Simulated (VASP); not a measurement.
# MnS (Fm-3m) in VASP: single point with PBE

Aim: the single point of MnS with PBE.

Program: VASP 6.6.1. These are calculated values, not measurements. Logs are shortened: lines on timing, memory, paths and dates and some standing lists are left out, and cuts for length are marked.

## (1) The crystal as given

The structure is cubic, space group Fm-3m (No. 225). Conventional cell: a = 5.209 Å, b = 5.209 Å, c = 5.209 Å, α = 90.00°, β = 90.00°, γ = 90.00°. Mn (site symmetry m-3m) is surrounded by 6 S at 2.60 Å. S (site symmetry m-3m) has 6 Mn at 2.60 Å as nearest neighbours.

## (2) Single point, PBE, collinear spin, typed start

The input, INCAR:

```
SYSTEM = MnS
PREC = Accurate ; ENCUT = 520
EDIFF = 1E-7 ; ISMEAR = 0
SIGMA = 0.05 ; LREAL = .FALSE.
LASPH = .TRUE. ; NELM = 150
ALGO = Fast ; ISIF = 2
LWAVE = .FALSE. ; LCHARG = .FALSE.
ISPIN = 2 ; MAGMOM = 5 0
LORBIT = 11 ; LMAXMIX = 4
GGA = PE ; NBANDS = 20
```

The input, KPOINTS:

```
regular mesh
0
G
  12 12 12
  0 0 0
```

The input, POSCAR:

```
MnS
1.0
    0.0000000000      2.6045000000      2.6045000000
    2.6045000000      0.0000000000      2.6045000000
    2.6045000000      2.6045000000      0.0000000000
Mn S
1 1
Direct
    0.0000000000      0.0000000000      0.0000000000
    0.5000000000      0.5000000000      0.5000000000
```

Potentials or basis: VASP PAW PBE potentials, release 64 (Mn_pv, S).

The run is started by

```console
cat potpaw_PBE.64/Mn_pv/POTCAR potpaw_PBE.64/S/POTCAR > POTCAR
mpirun -np 1 vasp_std > vasp.out
```

OUTCAR:

```text
SYSTEM = MnS
   PREC = Accurate
   ENCUT = 520
   EDIFF = 1E-7
   ISMEAR = 0
   LREAL = .FALSE.
   LASPH = .TRUE.
   NELM = 150
   ISIF = 2
   ISPIN = 2
   LORBIT = 11
   GGA = PE

 ion  position               nearest neighbor table
   1  0.000  0.000  0.000-   2 2.60   2 2.60   2 2.60   2 2.60   2 2.60   2 2.60
   2  0.500  0.500  0.500-   1 2.60   1 2.60   1 2.60   1 2.60   1 2.60   1 2.60

  LATTYP: Found a face centered cubic cell.
 ALAT       =     5.2090000000

  Lattice vectors:

 A1 = (   0.0000000000,   2.6045000000,   2.6045000000)
 A2 = (   2.6045000000,   0.0000000000,   2.6045000000)
 A3 = (   2.6045000000,   2.6045000000,   0.0000000000)

Analysis of symmetry for initial positions (statically):
=====================================================================
 Subroutine PRICEL returns:
 Original cell was already a primitive cell.

 Routine SETGRP: Setting up the symmetry group for a
 face centered cubic supercell.

 Subroutine GETGRP returns: Found 48 space group operations
 (whereof 48 operations were pure point group operations)
 out of a pool of 48 trial point group operations.

The static configuration has the point symmetry O_h .

Analysis of symmetry for dynamics (positions and initial velocities):
=====================================================================
 Subroutine PRICEL returns:
 Original cell was already a primitive cell.

 Routine SETGRP: Setting up the symmetry group for a
 face centered cubic supercell.

 Subroutine GETGRP returns: Found 48 space group operations
 (whereof 48 operations were pure point group operations)
 out of a pool of 48 trial point group operations.

The dynamic configuration has the point symmetry O_h .

Analysis of structural, dynamic, and magnetic symmetry:
=====================================================================
 Subroutine PRICEL returns:
 Original cell was already a primitive cell.

 Routine SETGRP: Setting up the symmetry group for a
 face centered cubic supercell.

 Subroutine GETGRP returns: Found 48 space group operations
 (whereof 48 operations were pure point group operations)
 out of a pool of 48 trial point group operations.

The overall configuration has the point symmetry O_h .

 Subroutine INISYM returns: Found 48 space group operations
 (whereof 48 operations are pure point group operations),
 and found     1 'primitive' translations

----------------------------------------------------------------------------------------

                                     Primitive cell

  volume of cell :      35.3348

  direct lattice vectors                    reciprocal lattice vectors
     0.000000000  2.604500000  2.604500000    -0.191975427  0.191975427  0.191975427
     2.604500000  0.000000000  2.604500000     0.191975427 -0.191975427  0.191975427
     2.604500000  2.604500000  0.000000000     0.191975427  0.191975427 -0.191975427

  length of vectors
     3.683319223  3.683319223  3.683319223     0.332511194  0.332511194  0.332511194

  position of ions in fractional coordinates (direct lattice)
     0.000000000  0.000000000  0.000000000
     0.500000000  0.500000000  0.500000000

  ion indices of the primitive-cell ions
   primitive index   ion index
                 1           1
                 2           2

----------------------------------------------------------------------------------------

 KPOINTS: regular mesh

Automatic generation of k-mesh.
 Grid dimensions read from file:
 generate k-points for:   12   12   12

 Generating k-lattice:

  Cartesian coordinates                     Fractional coordinates (reciprocal lattice)
    -0.015997952  0.015997952  0.015997952     0.083333333  0.000000000  0.000000000
     0.015997952 -0.015997952  0.015997952     0.000000000  0.083333333  0.000000000
     0.015997952  0.015997952 -0.015997952     0.000000000  0.000000000  0.083333333

  Length of vectors
     0.027709266  0.027709266  0.027709266

  Shift w.r.t. Gamma in fractional coordinates (k-lattice)
     0.000000000  0.000000000  0.000000000

 Subroutine IBZKPT returns following result:
 ===========================================

 Found     72 irreducible k-points:

 Following reciprocal coordinates:
            Coordinates               Weight
  0.000000  0.000000  0.000000      1.000000
  0.083333  0.000000  0.000000      8.000000
  0.166667  0.000000  0.000000      8.000000
  0.250000  0.000000  0.000000      8.000000
  0.333333  0.000000  0.000000      8.000000
  0.416667  0.000000  0.000000      8.000000
[... 16 lines left out ...]
  0.500000  0.166667  0.000000     24.000000
 -0.416667  0.166667  0.000000     24.000000
 [... further k-points ...]
   k-points           NKPTS =     72   k-points in BZ     NKDIM =     72   number of bands    NBANDS=     20
   number of dos      NEDOS =    301   number of ions     NIONS =      2
   total plane-waves  NPLWV =  21952
   dimension x,y,z NGX =    28 NGY =   28 NGZ =   28
   dimension x,y,z NGXF=    56 NGYF=   56 NGZF=   56
   ions per type =               1   1
   NGX,Y,Z   is equivalent  to a cutoff of  12.64, 12.64, 12.64 a.u.
   NGXF,Y,Z  is equivalent  to a cutoff of  25.28, 25.28, 25.28 a.u.
 SYSTEM =  MnS
   PREC   = accura    normal or accurate (medium, high low for compatibility)
   ISTART =      0    job   : 0-new  1-cont  2-samecut
   ICHARG =      2    charge: 1-file 2-atom 10-const
   ISPIN  =      2    spin polarized calculation?
   LNONCOLLINEAR =      F non collinear calculations
   LSORBIT =      F    spin-orbit coupling
   LASPH  =      T    aspherical Exc in radial PAW
   ENCUT  =  520.0 eV  38.22 Ry    6.18 a.u.   6.85  6.85  6.85*2*pi/ulx,y,z
   NELM   =    150;   NELMIN=  2; NELMDL= -5     # of ELM steps
   EDIFF  = 0.1E-06   stopping-criterion for ELM
   LREAL  =      F    real-space projection
   EDIFFG = 0.1E-05   stopping-criterion for IOM
   NSW    =      0    number of steps for IOM
   IBRION =     -1    ionic relax: 0-MD 1-quasi-New 2-CG
   NFREE  =      0    steps in history (QN), initial steepest desc. (CG)
   ISIF   =      2    stress and relaxation
   ISYM   =      2    0-nonsym 1-usesym 2-fastsym
   POTIM  = 0.5000    time-step for ionic-motion
   TEBEG  =    0.0;   TEEND  =   0.0 temperature during run
   PSTRESS=    0.0 pullay stress
   NELECT =      19.0000    total number of electrons
   NUPDOWN=      -1.0000    fix difference up-down
   EMIN   =  10.00;   EMAX   =-10.00  energy-range for DOS
   EFERMI =   0.00;   METHOD = LEGACY
   ISMEAR =     0;   SIGMA  =   0.05  broadening in eV -4-tet -1-fermi 0-gaus
   EFERMI_NEDOS =   21; number of points for ismear=-14 and -15
   IALGO  =     68    algorithm
   IMIX   =      4    mixing-type and parameters
     AMIX     =   0.40;   BMIX     =  1.00
     AMIX_MAG =   1.60;   BMIX_MAG =  1.00
  volume/ion in A,a.u.               =      17.67       119.23
  Fermi-wavevector in a.u.,A,eV,Ry     =   1.331246  2.515690 24.112464  1.772216
  Thomas-Fermi vector in A             =   2.460272
   LORBIT       =     11    0 simple, 1 ext, 2 COOP (PROOUT), +10 PAW based schemes
   GGA     = PE    functional components
   LHFCALC =     F    Hartree Fock is set to
   AEXX    =    0.0000 exact exchange contribution
   IVDW    =     0    specifies the selected vdW correction
   LEPSILON=     F    determine dielectric tensor
   LRPA    =     F    only Hartree local field effects (RPA)
 spin polarized calculation
 RMM-DIIS sequential band-by-band and
 Gauss-broadening in eV      SIGMA  =   0.05
  energy-cutoff  :      520.00
  volume of cell :       35.33
 maximum number of plane-waves:       963
   NGX = 13   NGY = 13   NGZ = 13

 number of electron      18.9999989 magnetization       4.7429454

 Free energy of the ion-electron system (eV)
  ---------------------------------------------------
  ext. energy  EPLUGINS =         0.00000000
  ---------------------------------------------------
  free energy    TOTEN  =       -14.06187459 eV

  energy without entropy =      -14.05977405  energy(sigma->0) =      -14.06082432

 E-fermi :   6.6455     XC(G=0): -10.6397

 val. band max:        6.6427262928   @ k =   0.5000   0.0833   0.0000
 cond. band min:       6.6600342985   @ k =  -0.4167   0.4167   0.0833
 fundamental gap:      0.0173080057
 Fermi energy:         6.6455131864

 spin component 1

 k-point     1 :       0.0000    0.0000    0.0000
  band No.  band energies     occupation
      1     -44.0703      1.00000
      2     -44.0703      1.00000
      3     -44.0703      1.00000
      4      -7.9352      1.00000
      5       3.2464      1.00000
      6       3.2464      1.00000
[... 12 lines left out ...]
     19      18.4172      0.00000
     20      18.7937      0.00000

 k-point     2 :       0.0833    0.0000    0.0000
  band No.  band energies     occupation
      1     -44.0709      1.00000
      2     -44.0704      1.00000
      3     -44.0704      1.00000
      4      -7.8647      1.00000
      5       3.0943      1.00000
      6       3.1135      1.00000
[... 12 lines left out ...]
     19      17.8464      0.00000
     20      19.0089      0.00000

 k-point     3 :       0.1667    0.0000    0.0000
  band No.  band energies     occupation
      1     -44.0723      1.00000
      2     -44.0706      1.00000
      3     -44.0706      1.00000
      4      -7.6619      1.00000
      5       2.4571      1.00000
      6       2.7122      1.00000
[... 12 lines left out ...]
     19      17.9918      0.00000
     20      20.3953      0.00000

 k-point     4 :       0.2500    0.0000    0.0000
  band No.  band energies     occupation
      1     -44.0743      1.00000
      2     -44.0709      1.00000
      3     -44.0709      1.00000
      4      -7.3552      1.00000
      5       1.4695      1.00000
      6       2.3235      1.00000
[... 429 lines left out ...]
 k-point    23 :       0.5000    0.1667    0.0000
  band No.  band energies     occupation
      1     -44.0775      1.00000
      2     -44.0726      1.00000
      3     -44.0720      1.00000
      4      -6.5616      1.00000
      5       0.0265      1.00000
      6       1.6508      1.00000
[... 12 lines left out ...]
     19      20.8189      0.00000
     20      21.6510      0.00000

 k-point    24 :      -0.4167    0.1667    0.0000
  band No.  band energies     occupation
      1     -44.0776      1.00000
      2     -44.0729      1.00000
      3     -44.0718      1.00000
      4      -6.5236      1.00000
      5      -0.0518      1.00000
      6       1.6513      1.00000
[... 12 lines left out ...]
     19      20.4834      0.00000
     20      21.9743      0.00000

 [... further k-points ...]

 spin component 2

 k-point     1 :       0.0000    0.0000    0.0000
  band No.  band energies     occupation
      1     -39.5206      1.00000
      2     -39.5206      1.00000
      3     -39.5206      1.00000
      4      -7.6305      1.00000
      5       4.9978      1.00000
      6       4.9978      1.00000
[... 12 lines left out ...]
     19      19.4622      0.00000
     20      20.5158      0.00000

 k-point     2 :       0.0833    0.0000    0.0000
  band No.  band energies     occupation
      1     -39.5214      1.00000
      2     -39.5207      1.00000
      3     -39.5207      1.00000
      4      -7.5630      1.00000
      5       4.4571      1.00000
      6       4.7786      1.00000
[... 12 lines left out ...]
     19      18.4714      0.00000
     20      20.5940      0.00000

 k-point     3 :       0.1667    0.0000    0.0000
  band No.  band energies     occupation
      1     -39.5234      1.00000
      2     -39.5210      1.00000
      3     -39.5210      1.00000
      4      -7.3695      1.00000
      5       3.3692      1.00000
      6       4.3429      1.00000
[... 12 lines left out ...]
     19      18.9607      0.00000
     20      21.3111      0.00000

 k-point     4 :       0.2500    0.0000    0.0000
  band No.  band energies     occupation
      1     -39.5261      1.00000
      2     -39.5214      1.00000
      3     -39.5214      1.00000
      4      -7.0786      1.00000
      5       2.2236      1.00000
      6       3.9160      1.00000
[... 429 lines left out ...]
 k-point    23 :       0.5000    0.1667    0.0000
  band No.  band energies     occupation
      1     -39.5305      1.00000
      2     -39.5237      1.00000
      3     -39.5228      1.00000
      4      -6.3256      1.00000
      5       0.7074      1.00000
      6       2.8419      1.00000
[... 12 lines left out ...]
     19      21.5016      0.00000
     20      22.3649      0.00000

 k-point    24 :      -0.4167    0.1667    0.0000
  band No.  band energies     occupation
      1     -39.5306      1.00000
      2     -39.5241      1.00000
      3     -39.5226      1.00000
      4      -6.2917      1.00000
      5       0.6398      1.00000
      6       2.7789      1.00000
[... 12 lines left out ...]
     19      21.4193      0.00000
     20      22.5150      0.00000

 [... further k-points ...]
[... 5 lines left out ...]
  --------------------------------------------------------------------------------------
  -------------------------------------------------------------------------------------
  Total       -0.5659010     -0.5659010     -0.5659010     -0.0000000      0.0000000      0.0000000
  in kB      -25.6594865    -25.6594865    -25.6594865     -0.0000000      0.0000000      0.0000000
  external PRESSURE =     -25.6594865 kB  Pullay stress =       0.0000000 kB

 VOLUME and BASIS-vectors are now :
 -----------------------------------------------------------------------------
  energy-cutoff  :      520.00
  volume of cell :       35.33
      direct lattice vectors                 reciprocal lattice vectors
     0.000000000  2.604500000  2.604500000    -0.191975427  0.191975427  0.191975427
     2.604500000  0.000000000  2.604500000     0.191975427 -0.191975427  0.191975427
     2.604500000  2.604500000  0.000000000     0.191975427  0.191975427 -0.191975427

 POSITION                                       TOTAL-FORCE (eV/Angst)
 -----------------------------------------------------------------------------------
      0.00000      0.00000      0.00000        -0.000000     -0.000000     -0.000000
      2.60450      2.60450      2.60450         0.000000      0.000000      0.000000
 -----------------------------------------------------------------------------------
    total drift:                               -0.000000      0.000000      0.000000

  FREE ENERGIE OF THE ION-ELECTRON SYSTEM (eV)
  ---------------------------------------------------
  free  energy   TOTEN  =       -14.0618745917 eV

  energy  without entropy=      -14.0597740488  energy(sigma->0) =      -14.06082432

 total charge

# of ion       s       p       d       tot
------------------------------------------
    1        0.215   6.163   4.926  11.304
    2        1.327   2.403   0.000   3.730
--------------------------------------------------
tot          1.542   8.566   4.926  15.034

 magnetization (x)

# of ion       s       p       d       tot
------------------------------------------
    1        0.052   0.039   4.184   4.274
    2        0.027   0.087   0.000   0.113
--------------------------------------------------
tot          0.078   0.125   4.184   4.387
```

Run time: 62 s. Hardware: 1 thread of Intel Xeon 6975P-C (Granite Rapids), shared host; peak memory 0.22 GiB.

What came out:

```yaml
Free_energy: -14.0619 eV
Pressure: -2.6 GPa
Band_gap_on_the_k_mesh: none (metal or under the smearing width)
Net_moment: 4.74 μB per cell
Site_moments: Mn +4.27; S +0.11 μB
Valence_electrons_inside_the_program's_atomic_spheres: Mn 11.30; S 3.73
```

Levels at points of the mesh, in eV from the Fermi level:
Spin up:
```
           k point  band 8  band 9  band 10  band 11  band 12  band 13  band 14  band 15  band 16  band 17
(0.00, 0.00, 0.00)   -3.30   -3.30    -1.87    -1.87    -1.87     1.71     8.59     8.59     8.59    10.61
(0.50, 0.00, 0.00)   -2.88   -2.88    -2.51     0.38     0.38     2.82     5.38     5.38     8.48    12.22
(0.50, 0.50, 0.00)   -3.48   -3.05    -2.75    -2.75    -2.27     0.84     5.46    10.14    11.92    11.92
```
Spin down:
| k point | band 4 | band 5 | band 6 | band 7 | band 8 | band 9 | band 10 | band 11 |
| --- | --- | --- | --- | --- | --- | --- | --- | --- |
| (0.00, 0.00, 0.00) | -14.28 | -1.65 | -1.65 | -1.65 | 0.31 | 0.31 | 0.31 | 0.35 |
| (0.50, 0.00, 0.00) | -13.00 | -6.36 | -3.35 | -3.35 | 1.27 | 1.27 | 1.46 | 3.18 |
| (0.50, 0.50, 0.00) | -12.84 | -5.55 | -3.16 | -3.16 | -0.79 | 0.78 | 1.52 | 1.52 |

Caveat: a cell with one magnetic atom can't hold antiferromagnetic order, which such compounds often take; semilocal functionals often make such compounds metallic where correlation or magnetic order opens a gap, which also shifts bond lengths. With open d or f shells a metallic result of PBE can be an artefact of self-interaction; +U or a hybrid may open a gap.
